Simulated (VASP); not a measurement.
# In: intraband terms of a metal's spectrum

In, R-3m (no. 166), 3 atoms in the cell. PBE, independent-particle dielectric function; PAW potentials In_d (PBE set).

## Input

INCAR.step1:
```
SYSTEM = In
PREC = Accurate
ENCUT = 280
ISMEAR = 1
SIGMA = 0.1
EDIFF = 1E-7
LASPH = .TRUE.
KPAR = 4
LWAVE = .FALSE.
LCHARG = .TRUE.
LMAXMIX = 4
```

INCAR.step2:
```
SYSTEM = In
PREC = Accurate
ENCUT = 280
ISMEAR = 0
SIGMA = 0.3
EDIFF = 1E-6
LASPH = .TRUE.
KPAR = 4
LWAVE = .TRUE.
LCHARG = .FALSE.
LMAXMIX = 4
ICHARG = 11
NBANDS = 42
NEDOS = 3000
OMEGAMAX = 30
CSHIFT = 0.1
```

INCAR.step3, as INCAR.step2 but for:
```
- LWAVE = .TRUE.
+ LWAVE = .FALSE.
+ LOPTICS = .TRUE.
+ ALGO = None
+ NELM = 1
+ ISTART = 1
```

INCAR.step4, as INCAR.step3 but for:
```
+ WPLASMAI = 0.03
```

INCAR.step5 to INCAR.step6 change the same tag again: WPLASMAI = 0.1, 0.3.

INCAR.step7, as INCAR.step6 but for:
```
- WPLASMAI = 0.3
+ RTIME = 20
```

INCAR.step8, as INCAR.step7 but for:
```
- RTIME = 20
+ RTIME = 40
```

INCAR.step9, as INCAR.step8 but for:
```
- RTIME = 40
+ LNABLA = .TRUE.
```

INCAR.step10, as INCAR.step9 but for:
```
- ISMEAR = 0
- LNABLA = .TRUE.
+ ISMEAR = -5
```

KPOINTS.step1:
```
k-points
0
Gamma
  9 9 9
```

KPOINTS.step2:
```
k-points
0
Gamma
  8 8 8
```

POSCAR:
```
In
1.0
    1.6696368166      0.9639652655      8.2074632500
   -1.6696368166      0.9639652655      8.2074632500
    0.0000000000     -1.9279305310      8.2074632500
In
3
Direct
    0.2219877600      0.2219877600      0.2219877600
    0.7780122400      0.7780122400      0.7780122400
    0.0000000000      0.0000000000      0.0000000000
```

Commands (each step's output is kept before the next begins):
```
cat potpaw_PBE.64/In_d/POTCAR > POTCAR
cp INCAR.step1 INCAR
cp KPOINTS.step1 KPOINTS
mpirun -np 4 vasp_std > vasp.out
cp INCAR.step2 INCAR
cp KPOINTS.step2 KPOINTS
mpirun -np 4 vasp_std > vasp.out
cp INCAR.step3 INCAR
mpirun -np 4 vasp_std > vasp.out
cp INCAR.step4 INCAR
mpirun -np 4 vasp_std > vasp.out
cp INCAR.step5 INCAR
mpirun -np 4 vasp_std > vasp.out
cp INCAR.step6 INCAR
mpirun -np 4 vasp_std > vasp.out
cp INCAR.step7 INCAR
mpirun -np 4 vasp_std > vasp.out
cp INCAR.step8 INCAR
mpirun -np 4 vasp_std > vasp.out
cp INCAR.step9 INCAR
mpirun -np 4 vasp_std > vasp.out
cp INCAR.step10 INCAR
mpirun -np 4 vasp_std > vasp.out
```

## Result

- Bands: 42

One ground state, settings moved in the last step alone:

| Settings | Plasma frequency (eV) | Im ε at 0.5 eV | Im ε at 1 eV | Im ε at 2 eV | Im ε at 4 eV | Time (s) |
|---|---|---|---|---|---|---|
| interband part alone | 9.75 | 116.1 | 77.0 | 12.3 | 2.0 | 7 |
| Drude term, WPLASMAI 0.03 | 9.75 | 138.8 | 79.9 | 12.7 | 2.0 | 7 |
| Drude term, WPLASMAI 0.1 | 9.75 | 189.3 | 86.4 | 13.5 | 2.1 | 7 |
| Drude term, WPLASMAI 0.3 | 9.75 | 283.9 | 103.2 | 15.8 | 2.4 | 7 |
| relaxation time RTIME 20 fs | 9.75 | 141.0 | 80.2 | 12.7 | 2.0 | 7 |
| relaxation time RTIME 40 fs | 9.75 | 128.6 | 78.6 | 12.5 | 2.0 | 7 |
| transversal form (LNABLA) | 9.84 | 118.1 | 78.4 | 12.5 | 2.0 | 7 |
| tetrahedron method | – | – | – | – | – | no result |

Limits: Spin-orbit coupling is left out, which can matter with atoms this heavy.

VASP 6.6.1 took 112 s on 4 cores (Intel Xeon 6975P-C (Granite Rapids)), a shared host.
